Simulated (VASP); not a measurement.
ZnO (zincite):

```
Zn O
1.0
     3.24931    0.00000    0.00000
    -1.62465    2.81398    0.00000
     0.00000    0.00000    5.20571
Zn O
2 2
Direct
  0.66667 0.33333 0.00000
  0.33333 0.66667 0.50000
  0.33333 0.66667 0.87901
  0.66667 0.33333 0.37901
```

Base run:

* Program: VASP 6.6.1
* Functional: PBEsol
* Potentials or basis: VASP PAW PBE potentials, release 64 (Zn, O)
* Cutoff: 520 eV
* k mesh: 9 × 9 × 5
* Occupations: fermi-dirac, width 0.05 eV
* Spin: no spin polarisation

Its results: band gap on the k mesh 0.68 eV, direct.

After a change of settings the same cell gave: band gap on the k mesh 0.88 eV, direct. Which change was it?
A. functional from PBEsol to LAK
B. further incar settings from ALGO = Normal; EDIFF = 1e-06; NBANDS = 26 to ALGO = Normal; EDIFF = 1e-07; NBANDS = 26
C. functional from PBEsol to RPBE
D. functional from PBEsol to r2SCAN; further incar settings from ALGO = Normal; EDIFF = 1e-06; NBANDS = 26 to ALGO = Normal; EDIFF = 1e-06

C.

Not every run made on this cell is shown here.
